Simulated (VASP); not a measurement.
# Co in VASP: reference runs

Aim: a first look at Co with PBE, on the cell as given.

All numbers are computed with VASP 6.6.1; they aren't measurements. Logs are shortened: lines on timing, memory, paths and dates and some standing lists are left out, and cuts for length are marked.

**1. Starting point**

The cell holds a sheet with vacuum, 1 atom: a = 2.347 Å, b = 2.347 Å, c = 23.800 Å, α = 90.00°, β = 90.00°, γ = 120.00°.

The cell was built by a generator and needn't be a form met in nature.

**2. Single point, PBE, collinear spin, ferromagnetic start**

File INCAR:

```
PREC = Accurate ; ENCUT = 520
EDIFF = 1E-7 ; ISMEAR = -1
SIGMA = 0.05 ; LREAL = False
LASPH = True ; NELM = 150
ALGO = Normal ; ISIF = 2
LWAVE = False ; LCHARG = True
ISPIN = 2 ; MAGMOM = 2
LORBIT = 11 ; LMAXMIX = 4
LDIPOL = True ; IDIPOL = 3
DIPOL = 0.5 0.5 0.294 ; GGA = PE
LELF = True ; LVHAR = True
LVACPOTAV = True ; NBANDS = 14
```

File KPOINTS:

```
regular mesh
0
Gamma
  13 13 1
```

File POSCAR:

```
Co
1.0
    2.3471500000      0.0000000000      0.0000000000
   -1.1735800000      2.0326900000      0.0000000000
    0.0000000000      0.0000000000     23.8000000000
Co
1
Direct
    0.0000000000      0.0000000000      0.2941200000
```

Potentials or basis: VASP PAW PBE potentials, release 64 (Co).

Launch:

```
> cat potpaw_PBE.64/Co/POTCAR > POTCAR
> mpirun -np 1 vasp_std > vasp.out
```

OUTCAR:

```text
PREC = Accurate
   ENCUT = 520
   EDIFF = 1E-7
   ISMEAR = -1
   LREAL = False
   LASPH = True
   NELM = 150
   ISIF = 2
   ISPIN = 2
   LORBIT = 11
   GGA = PE

 ion  position               nearest neighbor table
   1  0.000  0.000  0.294-

  LATTYP: Found a hexagonal cell.
 ALAT       =     2.3471500000
 C/A-ratio  =    10.1399569691

  Lattice vectors:

 A1 = (   2.3471500000,   0.0000000000,   0.0000000000)
 A2 = (  -1.1735800000,   2.0326900000,   0.0000000000)
 A3 = (   0.0000000000,   0.0000000000,  23.8000000000)

Analysis of symmetry for initial positions (statically):
=====================================================================
 Subroutine PRICEL returns:
 Original cell was already a primitive cell.

 Routine SETGRP: Setting up the symmetry group for a
 hexagonal supercell.

 Subroutine GETGRP returns: Found 24 space group operations
 (whereof 12 operations were pure point group operations)
 out of a pool of 24 trial point group operations.

The static configuration has the point symmetry C_6v.
 The point group associated with its full space group is D_6h.

Analysis of symmetry for dynamics (positions and initial velocities):
=====================================================================
 Subroutine PRICEL returns:
 Original cell was already a primitive cell.

 Routine SETGRP: Setting up the symmetry group for a
 hexagonal supercell.

 Subroutine GETGRP returns: Found 24 space group operations
 (whereof 12 operations were pure point group operations)
 out of a pool of 24 trial point group operations.

The dynamic configuration has the point symmetry C_6v.
 The point group associated with its full space group is D_6h.

Analysis of structural, dynamic, and magnetic symmetry:
=====================================================================
 Subroutine PRICEL returns:
 Original cell was already a primitive cell.

 Routine SETGRP: Setting up the symmetry group for a
 hexagonal supercell.

 Subroutine GETGRP returns: Found 24 space group operations
 (whereof 12 operations were pure point group operations)
 out of a pool of 24 trial point group operations.

The overall configuration has the point symmetry C_6v.
 The point group associated with its full space group is D_6h.

 Subroutine INISYM returns: Found 24 space group operations
 (whereof 12 operations are pure point group operations),
 and found     1 'primitive' translations

----------------------------------------------------------------------------------------

                                     Primitive cell

  volume of cell :     113.5505
[... 133 lines left out ...]

  energy without entropy =       -5.62462832  energy(sigma->0) =       -5.63209489

 E-fermi :  -3.6367     XC(G=0):  -2.0433

 val. band max:       -3.6985197815   @ k =   0.3077   0.0769   0.0000
 cond. band min:      -3.6224340816   @ k =   0.2308   0.2308   0.0000
 fundamental gap:      0.0760856999
 Fermi energy:        -3.6366604043

 spin component 1

 k-point     1 :       0.0000    0.0000    0.0000
  band No.  band energies     occupation
      1     -10.0138      1.00000
      2      -6.5080      1.00000
      3      -6.0856      1.00000
      4      -6.0855      1.00000
      5      -4.8171      1.00000
      6      -4.8170      1.00000
      7      -3.3430      0.00280
      8       1.1450      0.00000
      9       1.6167      0.00000
     10       1.7192      0.00000
     11       2.5429      0.00000
     12       2.8127      0.00000
     13       4.1784      0.00000
     14       4.5657      0.00000
[... 325 lines left out ...]
  band No.  band energies     occupation
      1      -6.7170      1.00000
      2      -6.6164      1.00000
      3      -6.2150      1.00000
      4      -6.2014      1.00000
      5      -5.2977      1.00000
      6       2.9518      0.00000
      7       5.6570      0.00000
      8       7.0431      0.00000
      9       7.7230      0.00000
     10      10.5879      0.00000
     11      11.2352      0.00000
     12      11.3390      0.00000
     13      12.0263      0.00000
     14      12.0525      0.00000
 Fermi energy:        -3.6366604043

 spin component 2

 k-point     1 :       0.0000    0.0000    0.0000
  band No.  band energies     occupation
      1      -9.7806      1.00000
      2      -5.0627      1.00000
      3      -4.4913      1.00000
      4      -4.4913      1.00000
      5      -3.4024      0.00916
      6      -2.6859      0.00000
      7      -2.6859      0.00000
      8       1.0564      0.00000
      9       1.4894      0.00000
     10       1.7203      0.00000
     11       2.4887      0.00000
     12       2.8115      0.00000
     13       4.1287      0.00000
     14       4.5470      0.00000
[... 326 lines left out ...]
      1      -5.4664      1.00000
      2      -4.9709      1.00000
      3      -4.8647      1.00000
      4      -4.3725      1.00000
      5      -3.3201      0.00178
      6       3.4736      0.00000
      7       6.0849      0.00000
      8       7.5564      0.00000
      9       7.9408      0.00000
     10      10.6855      0.00000
     11      11.1675      0.00000
     12      11.1915      0.00000
     13      11.9586      0.00000
     14      12.0196      0.00000

------------------------ aborting loop because EDIFF is reached ----------------------------------------

 vacuum level on the upper side and lower side of the slab       (xc-potential included)        -0.123        -0.119

  FORCE on cell =-STRESS in cart. coord.  units (eV):
  Direction    XX          YY          ZZ          XY          YZ          ZX
  --------------------------------------------------------------------------------------
  -------------------------------------------------------------------------------------
  Total       -0.1223470     -0.1223468     -0.0007398      0.0000003      0.0000000      0.0000000
  in kB       -1.7262951     -1.7262925     -0.0104389      0.0000042      0.0000000      0.0000000
  external PRESSURE =      -1.1543421 kB  Pullay stress =       0.0000000 kB

 VOLUME and BASIS-vectors are now :
 -----------------------------------------------------------------------------
  energy-cutoff  :      520.00
  volume of cell :      113.55
      direct lattice vectors                 reciprocal lattice vectors
     2.347150000  0.000000000  0.000000000     0.426048612  0.245980514  0.000000000
    -1.173580000  2.032690000  0.000000000     0.000000000  0.491958931  0.000000000
     0.000000000  0.000000000 23.800000000     0.000000000  0.000000000  0.042016807

 POSITION                                       TOTAL-FORCE (eV/Angst)
 -----------------------------------------------------------------------------------
      0.00000      0.00000      7.00006         0.000000      0.000000     -0.000000
 -----------------------------------------------------------------------------------
    total drift:                                0.000000      0.000000     -0.000002

  FREE ENERGIE OF THE ION-ELECTRON SYSTEM (eV)
  ---------------------------------------------------
  free  energy   TOTEN  =        -5.6395614582 eV

  energy  without entropy=       -5.6246283180  energy(sigma->0) =       -5.63209489

 vacuum level on the upper side and lower side of the slab         1.549         1.549

 total charge

# of ion       s       p       d       tot
------------------------------------------
    1        0.531   0.378   7.227   8.136

 magnetization (x)

# of ion       s       p       d       tot
------------------------------------------
    1       -0.004  -0.047   1.819   1.768
```

Run time: 56 s. Hardware: 1 thread of AMD EPYC 9R45 (Zen 5), shared host; peak memory 0.25 GiB.

Results:

| Quantity | Value |
| --- | --- |
| Free energy | -5.6396 eV |
| Band gap on the k mesh | none (metal or under the smearing width) |
| Net moment | 1.72 μB per cell |
| Site moments | Co +1.77 μB |
| Valence electrons inside the program's atomic spheres | Co 8.14 |
| Work function of the upper face | 5.19 eV |
| Work function of the lower face | 5.19 eV |

Levels at points of the mesh, in eV from the Fermi level:
Spin up:
```tsv
k point	band 1	band 2	band 3	band 4	band 5	band 6	band 7	band 8	band 9	band 10
(0.00, 0.00, 0.00)	-6.38	-2.87	-2.45	-2.45	-1.18	-1.18	0.29	4.78	5.25	5.36
```
Spin down:
```
           k point  band 1  band 2  band 3  band 4  band 5  band 6  band 7  band 8  band 9
(0.00, 0.00, 0.00)   -6.14   -1.43   -0.85   -0.85    0.23    0.95    0.95    4.69    5.13
```

**3. Single point, PBE, collinear spin, ferromagnetic start**

File INCAR:

```
PREC     = Accurate       # precision mode
ENCUT    = 520            # plane-wave cutoff, eV
EDIFF    = 1E-7           # SCF threshold, eV
ISMEAR   = -1             # smearing method
SIGMA    = 0.05           # smearing width, eV
LREAL    = F              # projectors in reciprocal space
LASPH    = T              # aspherical terms in the spheres
NELM     = 150            # most SCF steps
ALGO     = Normal         # electronic algorithm
ISIF     = 2              # what is computed and relaxed
LWAVE    = F              # write WAVECAR
LCHARG   = F              # write CHGCAR
ISPIN    = 2              # spin polarisation
MAGMOM   = 2              # initial moments
LORBIT   = 11             # projections on sites
LMAXMIX  = 4              # l up to which the mixer works
LDIPOL   = T            
IDIPOL   = 3            
DIPOL    = 0.5 0.5 0.294
GGA      = PE             # functional
NBANDS   = 14             # bands
```

File KPOINTS:

```
Automatic mesh
0
Gamma
  13 13 1
```

POSCAR is that of step 2.

Potentials or basis: VASP PAW PBE potentials, release 64 (Co).

Launch:

```
> cat potpaw_PBE.64/Co/POTCAR > POTCAR
> mpirun -np 1 vasp_std > vasp.out
```

It took 67 s on 1 thread of Intel Xeon 6975P-C (Granite Rapids), shared host; peak memory 0.28 GiB.

The run converged. Its results:

| Quantity | Value |
| --- | --- |
| Free energy | -5.6396 eV |
| Band gap on the k mesh | none (metal or under the smearing width) |
| Net moment | 1.72 μB per cell |
| Site moments | Co +1.77 μB |
| Valence electrons inside the program's atomic spheres | Co 8.14 |

Levels at points of the mesh, in eV from the Fermi level:
Spin up:
```
           k point  band 3  band 4  band 5  band 6  band 7  band 8
(0.00, 0.00, 0.00)   -2.45   -2.45   -1.18   -1.18    0.29    4.78
```
Spin down:
```tsv
k point	band 1	band 2	band 3	band 4	band 5	band 6	band 7	band 8
(0.00, 0.00, 0.00)	-6.14	-1.43	-0.85	-0.85	0.23	0.95	0.95	4.69
```
